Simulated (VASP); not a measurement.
# Nb(100) in VASP, part 2 of 2

How does Nb(100) behave as a surface?

VASP 6.6.1; r2SCAN; plane waves and PAW (Nb_pv).

So far: The starting structure; Potential and states of the slab.

## Step 2: Potential and states of the slab (continued)

The density of states has structure finer than the step of the table below, so its rows give means over 1 eV, whole bins alone (the curve runs from -12.0 to 7.53 eV). Peaks (eV: height): total -1.6: 10.9, -0.6: 11.0, 0.3: 10.9, 3.9: 11.9; Nb s -3.3: 1.21; Nb p -2.7: 0.604, -0.6: 1.08, 1.9: 0.546; Nb d -1.6: 8.32, 0.3: 7.88, 3.9: 10.2.

Table of density of states by energy, zero at the Fermi level; means over each step; values in states/eV/cell:

| energy (eV) | total | Nb s | Nb p | Nb d |
| --- | --- | --- | --- | --- |
| -8 | 0 | 0 | 0 | 0 |
| -7 | 5.7e-4 | 3.4e-4 | 0 | 0 |
| -6 | 0.192 | 0.114 | 0.00578 | 7.0e-4 |
| -5 | 0.676 | 0.357 | 0.0450 | 0.0200 |
| -4 | 2.87 | 0.814 | 0.175 | 1.03 |
| -3 | 8.18 | 1.11 | 0.479 | 4.47 |
| -2 | 8.64 | 0.314 | 0.535 | 6.05 |
| -1 | 10.1 | 0.155 | 0.796 | 7.16 |
| 0 | 9.27 | 0.149 | 0.807 | 6.43 |
| 1 | 5.75 | 0.0790 | 0.505 | 3.78 |
| 2 | 7.48 | 0.104 | 0.479 | 5.40 |
| 3 | 8.39 | 0.0758 | 0.261 | 7.12 |
| 4 | 10.2 | 0.105 | 0.191 | 8.75 |
| 5 | 2.13 | 0.0640 | 0.116 | 1.64 |
| 6 | 0.0974 | 0.00164 | 0.00597 | 0.0664 |
| 7 | 0 | 0 | 0 | 0 |

Zero at the Fermi level. The planar average of the electrostatic potential by height:

| height (Å) | planar average of the electrostatic potential (eV) |
| --- | --- |
| 0 | 3.72 |
| 1 | 3.72 |
| 2 | 3.72 |
| 3 | 3.72 |
| 4 | 3.72 |
| 5 | 3.71 |
| 6 | 3.64 |
| 7 | 3.11 |
| 8 | -0.639 |
| 9 | -5.67 |
| 10 | -4.81 |
| 11 | -5.09 |
| 12 | -5.10 |
| 13 | -4.91 |
| 14 | -5.30 |
| 15 | -4.89 |
| 16 | -4.98 |
| 17 | -5.21 |
| 18 | -4.88 |
| 19 | -5.53 |
| 20 | 0.0988 |
| 21 | 3.23 |
| 22 | 3.66 |
| 23 | 3.71 |
| 24 | 3.72 |
| 25 | 3.72 |
| 26 | 3.72 |
| 27 | 3.72 |

Density of states in the PAW spheres, an atom over height of the layer and energy from the Fermi level.

Ten even steps from '_' (0.00 states/eV) to '@' (2.14 states/eV), each cell a mean:
```
@@--::--::--@@
**----++----**
++--++++++--++
++==++++++==++
++++++++++++++
++**++**++**++
==++------++==
--==------==--
==++======++==
--====--====--
..----------..
__....::....__
______________
______________
______________
______________
______________
______________
______________
______________
______________
______________
```
Columns: height of the layer (Å) from 9 to 18.9; rows upwards: energy from the Fermi level (eV) from -7.9 to 0.5.

Force by atom:

```
atom  x (eV/Å)  y (eV/Å)  z (eV/Å)   size
 Nb1     0.000     0.000     0.937  0.937
 Nb2     0.000     0.000    -0.934  0.934
 Nb3     0.000     0.000    -0.437  0.437
 Nb4     0.000     0.000     0.000  0.000
 Nb5     0.000     0.000     0.437  0.437
 Nb6     0.000     0.000     0.934  0.934
 Nb7     0.000     0.000    -0.937  0.937
```

Electrostatic potential energy in the ca plane at fractional y = 0.000, with atoms of Nb within 0.2 Å of it. With pseudopotentials it is smooth inside the atoms' cores, unlike the true potential.

Ten even steps from '0' (-22 eV) to '9' (4 eV), each cell a mean:
```
53100258973100258874100247974100136899999999
64212479985322468985322368985322357899999999
86545689987555689987655689998654578999999999
98878899999888899999888899999887889999999999
98888999999988999999988999999988899999999999
87666889998766789998766789998766788999999999
75333579986433578986433578986433468999999999
63101368974211358974211358984200247899999999
52000258863000148863100147974100136899999999
```
Columns run along c (16.0 Å, from fractional 0.28 to 0.86 of the cell; values clipped at the 3rd and 97th percentile), rows up along a (3.3 Å). Atoms in or near the plane, at fractional coordinates: Nb at (0.32, 0.00), Nb at (0.44, 0.00), Nb at (0.56, 0.00), Nb at (0.68, 0.00).

Valence density in the ca plane at fractional y = 0.000, with atoms of Nb within 0.2 Å of it. It is the smooth field of the valence electrons, not physical close to the nuclei.

Values in e/Å³, 5 rows by 16 columns, each cell a mean:
```
1.0 2.8 0.4 0.4 2.8 1.0 0.2 2.1 1.9 0.2 1.2 2.7 0.2 0.0 0.0 0.0
0.2 0.5 0.3 0.2 0.5 0.3 0.2 0.4 0.4 0.2 0.3 0.4 0.1 0.0 0.0 0.0
0.1 0.2 0.2 0.2 0.2 0.2 0.2 0.2 0.2 0.2 0.2 0.2 0.1 0.0 0.0 0.0
0.3 0.9 0.3 0.3 0.9 0.4 0.2 0.7 0.7 0.2 0.5 0.9 0.1 0.0 0.0 0.0
1.3 3.4 0.5 0.5 3.5 1.2 0.3 2.6 2.3 0.2 1.5 3.4 0.3 0.0 0.0 0.0
```
Columns run along c (16.0 Å, from fractional 0.28 to 0.86 of the cell), rows up along a (3.3 Å). Atoms in or near the plane, at fractional coordinates: Nb at (0.32, 0.00), Nb at (0.44, 0.00), Nb at (0.56, 0.00), Nb at (0.68, 0.00).

ELF in the ca plane at fractional y = 0.000, with atoms of Nb within 0.2 Å of it. It is the smooth field of the valence electrons, not physical close to the nuclei.

Ten even steps from '0' (0.00) to '9' (0.57), each cell a mean:
```
26511555734511544644511543765511562111000000
14655657854655646864655645875655641111000000
12345568875433458885443457886554321221100000
32346898788644688788644688789864323321100000
33357997678756787778865787679985333322100000
22235678886433468886433468887654222221100000
13566658964555547874555546985566531111000000
25633656844622654744632654765632662111000000
26400455734300343634400343655400463111000000
```
Columns run along c (16.0 Å, from fractional 0.28 to 0.86 of the cell), rows up along a (3.3 Å). Atoms in or near the plane, at fractional coordinates: Nb at (0.32, 0.00), Nb at (0.44, 0.00), Nb at (0.56, 0.00), Nb at (0.68, 0.00).

Only the dipole across the slab is computed (IDIPOL = 3); zeros along the plane are no results.

The density of states holds every band computed, so its fall toward the upper end of the range is no gap.

The map of layer states is cut here 0.5 eV above the Fermi level, so it leaves out the states above that.

The vacuum level lies 3.71 eV above the Fermi level at the upper face; both faces agree, as the slab has next to no dipole.

The program found no field-free point at its default tolerance, but its printed level agrees with the flat part of the planar average.

On this mesh the fine structure of the density of states is sampling noise, and high empty states may be cut by the number of bands.

## Step 3: Derived quantities

This step: slab, r2SCAN; plane waves and PAW (VASP 6.6.1).

Derived from the runs above.

## Step 4: Results

| Item | Value |
| --- | --- |
| work function of the slab | 3.71 eV |

In words: The work function is 3.71 eV at both faces. No atom was relaxed. The cell in the plane was kept as given and was not relaxed here.

[Lines on the potential files, build, host, timing and source positions are cut from VASP's logs without a mark.]

[Logs are printed without paths, hosts, clocks, repeated set-up lines and the standing remarks that a program may print on its own settings, such as how far it seeks lower states.]

[Hosts, paths, dates, database ids (printed as entryN), source tags and the programs' standing remarks are cut or masked in the printed files.]

[In band tables of VASP the shares of atoms and orbitals are scaled to a sum of 1 inside the atoms' spheres.]

[Runs that stopped without an error message from VASP are left out.]
